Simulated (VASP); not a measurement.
Here is a VASP 6.6.1 calculation.

The input INCAR:

```
SYSTEM = GaAs
PREC = Accurate ; ENCUT = 520
EDIFF = 1E-6 ; ISMEAR = 0
SIGMA = 0.03 ; LREAL = .FALSE.
LASPH = .TRUE. ; NELM = 80
ALGO = Normal ; ISIF = 2
LWAVE = .FALSE. ; LCHARG = .FALSE.
LDIPOL = .TRUE. ; IDIPOL = 3
DIPOL = 0.5 0.5 0.500 ; GGA = PS
IBRION = 2 ; NSW = 80
EDIFFG = -0.02 ; KPAR = 4
```

The input KPOINTS:

```
regular mesh
0
G
  7 5 1
  0 0 0
```

The input POSCAR:

```
GaAs
1.0
    4.0042028700      0.0000000000      0.0000000000
    0.0000000000      5.6627980000      0.0000000000
    0.0000000000      0.0000000000     27.0126086000
Ga As
7 7
Direct
    0.5000000000      0.5000000000      0.2776481200
    0.0000000000      0.0000000000      0.3517654100
    0.5000000000      0.5000000000      0.4258827100
    0.0000000000      0.0000000000      0.5000000000
    0.5000000000      0.5000000000      0.5741172900
    0.0000000000      0.0000000000      0.6482345900
    0.5000000000      0.5000000000      0.7223518800
    0.0000000000      0.7500000000      0.2776481200
    0.5000000000      0.2500000000      0.3517654100
    0.0000000000      0.7500000000      0.4258827100
    0.5000000000      0.2500000000      0.5000000000
    0.0000000000      0.7500000000      0.5741172900
    0.5000000000      0.2500000000      0.6482345900
    0.0000000000      0.7500000000      0.7223518800
```

Potentials or basis: VASP PAW PBE potentials, release 64 (Ga_d, As).

Run with:

```bash
$ cat potpaw_PBE.64/Ga_d/POTCAR potpaw_PBE.64/As/POTCAR > POTCAR
$ mpirun -np 4 vasp_std > vasp.out
```

**Question.** Predict the band gap on the k mesh.

**Answer.** 0.79 eV, indirect (least direct gap 0.91 eV).

**Question.** What does it give for the energy gained by relaxing?

**Answer.** 103.2 meV/atom.

Forces in eV/Å, atoms in the order of the input:
```
Ga   0.000 -0.007  0.010
Ga   0.000  0.004  0.014
Ga   0.000  0.000 -0.002
Ga   0.000 -0.003  0.000
Ga   0.000  0.000  0.002
Ga   0.000  0.004 -0.014
Ga   0.000 -0.007 -0.010
As   0.000  0.000  0.015
As   0.000  0.002 -0.016
As   0.000 -0.007  0.014
As   0.000  0.020  0.000
As   0.000 -0.007 -0.014
As   0.000  0.002  0.016
As   0.000  0.000 -0.015
```

Caveat: the PAW data sets were made with another functional, which shifts forces and pressure a little. As with any semilocal functional, this PBEsol gap is likely too small.
